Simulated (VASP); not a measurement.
# Hf (Im-3m) in VASP: notebook, part 2 of 2

VASP 6.6.1. Earlier steps stand in the parts before.

**5. Single point, PBE+D3(BJ) (clean slab, lower half held)**

Input file INCAR:

```
ALGO = Fast ; DIPOL = 0.5 0.5 0.492
EDIFF = 1E-6 ; ENCUT = 520
GGA = PE ; IDIPOL = 3
ISIF = 2 ; ISMEAR = 0
IVDW = 12 ; LASPH = True
LCHARG = False ; LDIPOL = True
LREAL = False ; LWAVE = False
NBANDS = 33 ; NELM = 100
PREC = Accurate ; SIGMA = 0.1
```

Input file KPOINTS:

```
k-points
0
Gamma
  6 6 1
```

Input file POSCAR:

```
Hf
1.0
    4.9564149667      0.0000000000      0.0000000000
   -2.4782074834      4.2923812729      0.0000000000
    0.0000000000      0.0000000000     18.0468958740
Hf
5
Direct
    0.6666666667      0.3333333333      0.3878783392
    0.3333333333      0.6666666667      0.4439391696
    0.0000000000      0.0000000000      0.4898246401
    0.6666666667      0.3333333333      0.5367679511
    0.3333333333      0.6666666667      0.6002604368
```

Command:

```console
$ cat potpaw_PBE.64/Hf_pv/POTCAR > POTCAR
$ mpirun -np 1 vasp_std > vasp.out
```

It took 5.1 min on 1 thread of Intel Xeon Platinum 8488C (Sapphire Rapids), shared host; peak memory 0.51 GiB.

The run converged. Its results:

| Quantity | Value |
| --- | --- |
| Free energy | -44.8618 eV |
| Largest force | 0.939 eV/Å |
| Band gap on the k mesh | none (metal or under the smearing width) |
| Dispersion energy per atom | -0.234 eV |

Forces in eV/Å, atoms in the order of the input:
```
Hf   0.000  0.000 -0.797
Hf   0.000  0.000  0.939
Hf   0.000  0.000 -0.006
Hf   0.000  0.000 -0.058
Hf   0.000  0.000 -0.078
```

Levels at points of the mesh, in eV from the Fermi level:
| k point | band 21 | band 22 | band 23 | band 24 | band 25 | band 26 | band 27 | band 28 | band 29 | band 30 |
| --- | --- | --- | --- | --- | --- | --- | --- | --- | --- | --- |
| (0.00, 0.00, 0.00) | -1.00 | -1.00 | -0.80 | -0.31 | -0.31 | -0.08 | -0.08 | -0.02 | 0.79 | 1.03 |
| (0.50, 0.00, 0.00) | -1.06 | -0.93 | -0.62 | -0.24 | -0.18 | -0.04 | 0.07 | 0.08 | 0.68 | 1.02 |

**6. Single point, PBE+D3(BJ)**

This run uses another cell than the first one, of 23.52 Å³/atom, 1.093 times its volume.

Input file INCAR:

```
PREC = Accurate
ENCUT = 520
EDIFF = 1E-6
ISMEAR = 0
SIGMA = 0.1
LREAL = False
LASPH = True
NELM = 100
ALGO = Fast
ISIF = 2
LWAVE = False
LCHARG = False
GGA = PE
IVDW = 12
NBANDS = 11
```

Input file KPOINTS:

```
Automatic mesh
0
Gamma
  8 8 8
```

Input file POSCAR:

```
Hf
1.0
   -1.8050000000      1.8050000000      1.8050000000
    1.8050000000     -1.8050000000      1.8050000000
    1.8050000000      1.8050000000     -1.8050000000
Hf
1
Direct
    0.0000000000      0.0000000000      0.0000000000
```

Potentials or basis: VASP PAW PBE potentials, release 64 (Hf_pv).

Command:

```console
$ cat potpaw_PBE.64/Hf_pv/POTCAR > POTCAR
$ mpirun -np 1 vasp_std > vasp.out
```

OUTCAR:

```text
PREC = Accurate
   ENCUT = 520
   EDIFF = 1E-6
   ISMEAR = 0
   LREAL = False
   LASPH = True
   NELM = 100
   ISIF = 2
   GGA = PE
   IVDW = 12
 IVDW          = 12

 ion  position               nearest neighbor table
   1  0.000  0.000  0.000-

  LATTYP: Found a body centered cubic cell.
 ALAT       =     3.6100000000

  Lattice vectors:

 A1 = (  -1.8050000000,   1.8050000000,   1.8050000000)
 A2 = (   1.8050000000,  -1.8050000000,   1.8050000000)
 A3 = (   1.8050000000,   1.8050000000,  -1.8050000000)

Analysis of symmetry for initial positions (statically):
=====================================================================
 Subroutine PRICEL returns:
 Original cell was already a primitive cell.

 Routine SETGRP: Setting up the symmetry group for a
 body centered cubic supercell.

 Subroutine GETGRP returns: Found 48 space group operations
 (whereof 48 operations were pure point group operations)
 out of a pool of 48 trial point group operations.

The static configuration has the point symmetry O_h .

[... 166 lines left out ...]

 k-point     1 :       0.0000    0.0000    0.0000
  band No.  band energies     occupation
      1     -25.7858      2.00000
      2     -25.7858      2.00000
      3     -25.7858      2.00000
      4      -2.6283      2.00000
      5       5.7315      0.00000
      6       5.7315      0.00000
      7       5.7315      0.00000
      8       8.3677      0.00000
      9       8.3677      0.00000
     10      17.2908      0.00000
     11      17.2908      0.00000
[... 309 lines left out ...]
 k-point    24 :      -0.3750    0.3750    0.2500
  band No.  band energies     occupation
      1     -26.3003      2.00000
      2     -26.1094      2.00000
      3     -26.0433      2.00000
      4       2.0526      2.00000
      5       3.2868      2.00000
      6       5.9763      0.00000
      7       6.4404      0.00000
      8       8.9882      0.00000
      9       9.4720      0.00000
     10      15.6780      0.00000
     11      17.5504      0.00000

 [... further k-points ...]

------------------------ aborting loop because EDIFF is reached ----------------------------------------

 Edisp (eV)   -0.42696

 E8    (eV) :    -0.2288

  FORCE on cell =-STRESS in cart. coord.  units (eV):
  Direction    XX          YY          ZZ          XY          YZ          ZX
  --------------------------------------------------------------------------------------
  -------------------------------------------------------------------------------------
  Total      -1.26040    -1.26040    -1.26040    -0.00000     0.00000    -0.00000
  in kB     -85.84712   -85.84712   -85.84712    -0.00000     0.00000    -0.00000
  external pressure =      -85.85 kB  Pullay stress =        0.00 kB

 VOLUME and BASIS-vectors are now :
 -----------------------------------------------------------------------------
  energy-cutoff  :      520.00
  volume of cell :       23.52
      direct lattice vectors                 reciprocal lattice vectors
    -1.805000000  1.805000000  1.805000000     0.000000000  0.277008310  0.277008310
     1.805000000 -1.805000000  1.805000000     0.277008310  0.000000000  0.277008310
     1.805000000  1.805000000 -1.805000000     0.277008310  0.277008310  0.000000000

 POSITION                                       TOTAL-FORCE (eV/Angst)
 -----------------------------------------------------------------------------------
      0.00000      0.00000      0.00000        -0.000000      0.000000     -0.000000
 -----------------------------------------------------------------------------------
    total drift:                               -0.000000      0.000000     -0.000000

  FREE ENERGIE OF THE ION-ELECTRON SYSTEM (eV)
  ---------------------------------------------------
  free  energy   TOTEN  =       -10.1582511025 eV

  energy  without entropy=      -10.1485442743  energy(sigma->0) =      -10.15339769
```

Run time: 7.1 s. Hardware: 1 thread of Intel Xeon Platinum 8488C (Sapphire Rapids), shared host; peak memory 0.14 GiB.

Results:

```yaml
Free_energy: -10.1583 eV
Pressure: -8.6 GPa
Band_gap_on_the_k_mesh: none (metal or under the smearing width)
Dispersion_energy_per_atom: -0.427 eV
```

Levels at points of the mesh, in eV from the Fermi level:
```csv
k point,band 2,band 3,band 4,band 5,band 6,band 7,band 8,band 9
"(0.00, 0.00, 0.00)",-30.03,-30.03,-6.87,1.49,1.49,1.49,4.12,4.12
"(0.50, 0.00, 0.00)",-30.26,-30.03,-3.22,-0.41,0.89,3.93,4.88,7.17
"(0.50, 0.50, 0.50)",-30.52,-30.52,-2.36,-2.36,6.40,6.40,6.40,6.84
```

Caveat: pairwise dispersion overbinds metals, which lowers pressure and volume.

**7. Summary**

```tsv
task	cell	k mesh	cutoff (eV)	dipole correction	gap on the mesh (eV)	pressure (GPa)	largest force (eV/Å)
single point	Im-3m, 21.52 Å³/atom	16 × 16 × 16	520	no	none	-0.3	-
relaxation of cell and atoms	relaxed	16 × 16 × 16	600	no	none	0.0	-
single point	the clean substrate in the cell of the map	6 × 6 × 1	520	yes	none	-	0.94
single point	clean slab, lower half held	6 × 6 × 1	520	yes	none	-	0.94
single point	Im-3m, 23.52 Å³/atom	8 × 8 × 8	520	no	none	-8.6	-
```

Alike in all rows: level PBE+D3(BJ); potentials or basis VASP PAW PBE potentials, release 64 (Hf_pv); no spin polarisation; smearing gaussian 0.1 eV.

Caveats: pairwise dispersion overbinds metals, which lowers pressure and volume (some runs).

Absolute energies hang on the potentials; compare differences alone.
